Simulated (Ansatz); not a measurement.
The reference is LaAlO$_{3}$ (space group R-3c, No. 167; a = 5.4124 Å, c = 13.1925 Å (hexagonal axes)).

(Cell as relaxed with PBE.)

Levels (all Ansatz, a program for electronic structure, PAW, earlier PAW set): PBE (420 eV, without spin-orbit coupling); r2SCAN (500 eV, no SOC).

Each level relaxes its own structure.

| base | PBE | r2SCAN |
|---|---|---|
| volume per atom | 11.16 Å³ | 10.90 Å³ |
| lattice parameter a | 5.412 Å | 5.367 Å |
| band gap | 4.02 eV | 4.38 eV |

One thing is altered: the cell is scaled by 1.0402 in all directions; the atoms relax in the strained cell.

```csv
quantity,PBE,r2SCAN
energy relative to the base (free energy F),+80 meV/atom,…
largest internal atomic displacement,0.090 Å,…
band gap,4.07 eV,…
```

**Question.** Predict the r2SCAN column.

**Answer.** 
- energy relative to the base (free energy F), r2SCAN: +87 meV/atom
- largest internal atomic displacement, r2SCAN: 0.099 Å
- band gap, r2SCAN: 4.49 eV

PBE's energy relative to the base lies 7.4 meV/atom below r2SCAN's; PBE's largest internal atomic displacement lies 0.0095 Å below r2SCAN's; PBE's band gap lies 0.42 eV below r2SCAN's. Neither level is exact; r2SCAN is the comparison here, not a measurement.

Stability against distortions was not tested.
